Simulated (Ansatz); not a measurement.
**BAs: a single-point run**

Aim: a sound single-point run of BAs. The structure is shown as the input types it.

Computed with Ansatz 0.2.0 (density functional or hybrid calculation with the settings of its input, plane waves (as first typed), unless a step's input says otherwise).

### Step 1. Starting point

It takes space group F-43m (No. 216, cubic). Conventional cell: a = 4.784 Å, b = 4.784 Å, c = 4.784 Å, α = 90.00°, β = 90.00°, γ = 90.00°. Around B (site symmetry -43m) lie 4 As at 2.07 Å. Around As (site symmetry -43m) lie 4 B at 2.07 Å.

Structure file:

```xyz
2
Lattice="0.0000 2.3919 2.3919 2.3919 0.0000 2.3919 2.3919 2.3919 0.0000" Properties=species:S:1:pos:R:3 pbc="T T T"
B     0.0000    0.0000    0.0000
As    1.1959    1.1959    1.1959
```

### Step 2. Running it

input.yaml reads:

```yaml
crystal:
  lattice:
    - [0.0, 2.3918676038, 2.3918676038]
    - [2.3918676038, 0.0, 2.3918676038]
    - [2.3918676038, 2.3918676038, 0.0]
  atoms:
    - { symbol: B, position: [0.0, 0.0, 0.0] }
    - { symbol: As, position: [0.25, 0.25, 0.25] }
kpoints:
  mp_grid: { grid: [6, 6, 6] }
hamiltonian:
  xc: pbesol
  dispersion: d2
scf:
  occupations: { method: fixed }
  n_extra_bands: 4
output:
  forces: true
  stress: true
  eigenvalues: true
```

Run with:

```console
> ansatz run input.yaml --threads 4 --pin off --max-ram 3686MiB --backend cpu --events-out ev --progress --plain --runs-dir out
```

**Question.** How will this run end, and is anything wrong with its input?

The program refused the input before any cycle. Its message: «line 13 column 15: hamiltonian.dispersion: `d2` is not `none`, `rvv10`, `d3bj`, `d3bjatm`, `d4` or a map `{method: …, s8: …, a1: …, a2_bohr: …}` (numbers without units, a2 in bohr) or `{method: …, functional: …}`»

In the input, hamiltonian.dispersion is d2. The dispersion term doesn't fit the functional.

What to do: delete hamiltonian.dispersion.
